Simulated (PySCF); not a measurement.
## Hf in PySCF: convergence with k mesh

Input of the first run (k mesh 2 × 2 × 2); the others differ in this setting and in those tied to it:

File run.py:

```python
import json
import numpy as np
from pyscf.pbc import gto, scf, dft, df

cell = gto.Cell()
cell.basis = 'DZVP-MOLOPT-SR-GTH-q12'
cell.pseudo = 'GTH-PBE-q12'
cell.fromfile('Hf.cif')
cell.ke_cutoff = 80  # hartree
cell.exp_to_discard = 0.02
cell.precision = 1e-08
cell.space_group_symmetry = True
cell.symmorphic = False
cell.max_memory = 2940  # MB
cell.verbose = 4
cell.build()

res = {}
kpts = cell.make_kpts([2, 2, 2], space_group_symmetry=True, time_reversal_symmetry=True)
cell.space_group_symmetry = False  # the mesh holds the operations; no search on the supercells of the integral code
mf = dft.KRKS(cell, kpts, xc='blyp')
mf = mf.multigrid_numint()
mf = mf.smearing(sigma=0.00183747, method='fermi')  # hartree
mf.conv_tol = 1e-07
mf.max_cycle = 60

mf.kernel()
res.update(converged=bool(mf.converged), e_tot=mf.e_tot, nelec=cell.nelectron, nao=cell.nao, mesh=list(map(int, cell.mesh)), a=cell.lattice_vectors().tolist(), coords=cell.atom_coords().tolist(),
           mo_energy=[np.real(x).tolist() for x in mf.mo_energy], mo_occ=[np.real(x).tolist() for x in mf.mo_occ])
res.update(e_free=mf.e_free, e_zero=mf.e_zero)
res.update(kpts=kpts.kpts_scaled_ibz.tolist(), weights=kpts.weights_ibz.tolist())
res['parts'] = {k: float(np.real(v)) for k, v in mf.scf_summary.items() if np.isscalar(v)}
json.dump(res, open('results.json', 'w'))
if not mf.converged:
    raise SystemExit('SCF not converged')

print('levels (eV)')
for i, kp in enumerate(res['kpts'][:40]):
    print('k %7.4f %7.4f %7.4f  ' % tuple(kp), ' '.join('%.3f' % (x * 27.211386) for x in res['mo_energy'][i][:11]))

mf = mf.to_khf()  # unfold to the whole mesh
kpts = mf.kpts
# Mulliken populations
dm, s = np.asarray(mf.make_rdm1()), np.asarray(mf.get_ovlp())
sites = cell.aoslice_by_atom()[:, 2:]
tot = np.einsum('kij,kji->i', dm, s).real / len(kpts)
res['mulliken'] = [cell.atom_charge(i) - tot[a0:a1].sum() for i, (a0, a1) in enumerate(sites)]
print('Mulliken charges', np.round(res['mulliken'], 5))
res['meta_lowdin'] = mf.mulliken_meta()[1].tolist()
res['done'] = True
json.dump(res, open('results.json', 'w'))
```

The input Hf.cif:

```cif
data_Hf
_cell_length_a 3.12635171
_cell_length_b 3.12635171
_cell_length_c 3.12635171
_cell_angle_alpha 109.47122063
_cell_angle_beta 109.47122063
_cell_angle_gamma 109.47122063
_space_group_name_H-M_alt 'P1'
_space_group_name_Hall 'P 1'
_space_group_IT_number 1
loop_
_space_group_symop_operation_xyz
'x,y,z'
loop_
_atom_site_label
_atom_site_type_symbol
_atom_site_symmetry_multiplicity
_atom_site_Wyckoff_symbol
_atom_site_fract_x
_atom_site_fract_y
_atom_site_fract_z
_atom_site_occupancy
Hf1 Hf 1 a 0.0000000000 0.0000000000 0.0000000000 1
```

Potentials or basis: DZVP-MOLOPT-SR/GTH-PBE (potentials made for PBE).

The run is started by

```bash
$ OMP_NUM_THREADS=2 python -u run.py > log
```

This isn't the form of Hf at room conditions, which is hcp.

Hardware: 2 threads of Intel(R) Xeon(R) Processor @ 2.50GHz (Skylake/Cascade Lake), on a shared host.

| k mesh | energy less the tightest run, at zero smearing (meV/atom) | SCF cycles | CPU time (s) | peak memory (GiB) |
| --- | --- | --- | --- | --- |
| 2 × 2 × 2 | -1125.95 | 4 | 80 | 0.18 |
| 3 × 3 × 3 | -13.31 | 4 | 91 | 0.32 |
| 4 × 4 × 4 | -99.27 | 4 | 120 | 0.52 |
| 5 × 5 × 5 | -37.66 | 5 | 310 | 1.4 |
| 6 × 6 × 6 | 0.00 | 5 | 1000 | 3.9 |
| 7 × 7 × 7 | timed out after 750 s | - | - | - |

Not settled before the last step: the energy (to 1 meV/atom). Meshes of other sizes hit other points, so gaps and Fermi surfaces needn't settle smoothly. The tightest run that finished is the yardstick and may itself not be fully converged.

Caveat, for the tightest run too: the k mesh is coarse (spacing up to 0.41 Å⁻¹), so the values aren't converged; the basis of atomic orbitals isn't converged, which shifts pressures, moduli and gaps. Spin-orbit coupling is left out, which matters for the levels of Hf.
